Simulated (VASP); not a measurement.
Write the native input for VASP 6.6.1 that does the following.

| Property | Result |
| --- | --- |
| Task | relaxation of shape and atoms at fixed volume |
| Functional | LDA |
| Potentials or basis | VASP PAW LDA potentials, release 64 (In_d, Pd) |
| Cutoff | 600 eV |
| k mesh | 8 × 8 × 8 |
| Occupations | fermi-dirac, width 0.05 eV |
| Spin | no spin polarisation |
| Monkhorst-Pack mesh | yes |
| Further INCAR settings | ALGO = Fast; EDIFF = 1e-07; IBRION = 2; EDIFFG = -0.005; NSW = 60; ISIF = 4 |

The structure of InPd lies in POSCAR:

```
InPd
1.0
    0.0000000000      2.7460700000      2.7460700000
    2.7460700000      0.0000000000      2.7460700000
    2.7460700000      2.7460700000      0.0000000000
In Pd
1 1
Direct
    0.0000000000      0.0000000000      0.0000000000
    0.5000000000      0.5000000000      0.5000000000
```

The cell was built by a generator and needn't be a form met in nature.

One way to write it, as run:

INCAR

```
ALGO = Fast
EDIFF = 1E-7
EDIFFG = -0.005
ENCUT = 600
IBRION = 2
ISIF = 4
ISMEAR = -1
LASPH = T
LCHARG = F
LREAL = F
LWAVE = F
NELM = 80
NSW = 60
PREC = Accurate
SIGMA = 0.05
```

KPOINTS

```
k-points
0
Monkhorst-Pack
  8 8 8
```

Potentials or basis: VASP PAW LDA potentials, release 64 (In_d, Pd).

The run is started by

```bash
$ cat potpaw_LDA.64/In_d/POTCAR potpaw_LDA.64/Pd/POTCAR > POTCAR
$ mpirun -np 1 vasp_std > vasp.out
```

Results of the run:

The pressure after relaxing is -8.0 GPa.

Caveat: the relaxation stopped at its first step, so nothing moved.

Wall time 37 s on 1 thread of AMD EPYC 9R45 (Zen 5) (shared host), peak memory 0.16 GiB.
